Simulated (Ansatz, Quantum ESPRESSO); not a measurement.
**Sb: spin-orbit coupling in 2 programs**

```cif
data_structure
_symmetry_space_group_name_H-M 'Pm-3m'
_symmetry_Int_Tables_number 221
_cell_length_a 3.1600
_cell_length_b 3.1600
_cell_length_c 3.1600
_cell_angle_alpha 90.000
_cell_angle_beta 90.000
_cell_angle_gamma 90.000
_cell_volume 31.55
loop_
_atom_site_label
_atom_site_type_symbol
_atom_site_symmetry_multiplicity
_atom_site_Wyckoff_symbol
_atom_site_fract_x
_atom_site_fract_y
_atom_site_fract_z
_atom_site_occupancy
Sb1 Sb 1 a 0.00000 0.00000 0.00000 1
```

This isn't the form of Sb at room conditions, which is rhombohedral.

Kept alike: task band structure; functional PBEsol; k mesh 8 × 8 × 8; occupations fermi-dirac, width 0.05 eV. The mesh is that of the run's cell of 1 atom.

- A: Ansatz, Ansatz PAW, made for PBE, cutoff 420 eV
- B: Quantum ESPRESSO; PseudoDojo 0.4.1 SR PBEsol standard (False); PseudoDojo 0.4 FR PBEsol standard (True), cutoff 1088 eV

```csv
spin-orbit coupling,A: pressure (GPa),B: pressure (GPa)
off,-4.67,-4.75
on,-4.52,-4.54
```

Pressure is positive in compression; plane-wave values hold the error of the finite cutoff, which Ansatz corrects. Values on potentials made for another functional: all of A. For a metal such a mesh leaves the last digits unconverged.

Problem. How large is the effect of spin-orbit coupling, and do the programs agree on it?

Solution. From off to on the pressure moves by +0.15 in A, +0.21 in B (GPa). Row by row the programs differ by 0.02 to 0.08, and the shifts point the same way but differ by 29 % of the larger.
